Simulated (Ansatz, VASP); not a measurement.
**BN: programs and potentials compared**

The starting cell:

```xyz
2
Lattice="0.0000 1.8130 1.8130 1.8130 0.0000 1.8130 1.8130 1.8130 0.0000" Properties=species:S:1:pos:R:3 pbc="T T T"
N     0.9065    0.9065    0.9065
B     0.0000    0.0000    0.0000
```

The cell is a database's computed one, not the measured one.

Alike in all runs: task relaxation of cell and atoms; functional RPBE; k mesh 13 × 13 × 13; occupations fermi-dirac, width 0.05 eV; no spin polarisation; no spin-orbit coupling.

```csv
program and potentials,plane-wave cutoff (eV),notes,equilibrium volume (Å³/atom)
"Ansatz, Ansatz PAW",420,"potentials made for PBE, which Ansatz adapts in part",6.05
"Ansatz, all-electron LAPW, scalar-relativistic",-,-,6.05
"VASP, PBE PAW files B, N, 600 eV",600,potentials made for PBE,6.05
```

All agree on the equilibrium volume. Some sets were made for another functional than the one run, which can shift their rows. Relaxations stop with a little pressure left, so the last digit of a volume isn't settled.

Differences between rows come from potentials, basis sets and numerical settings, since the functional is the same but for its coding. Runs on potential files found faulty are left out.
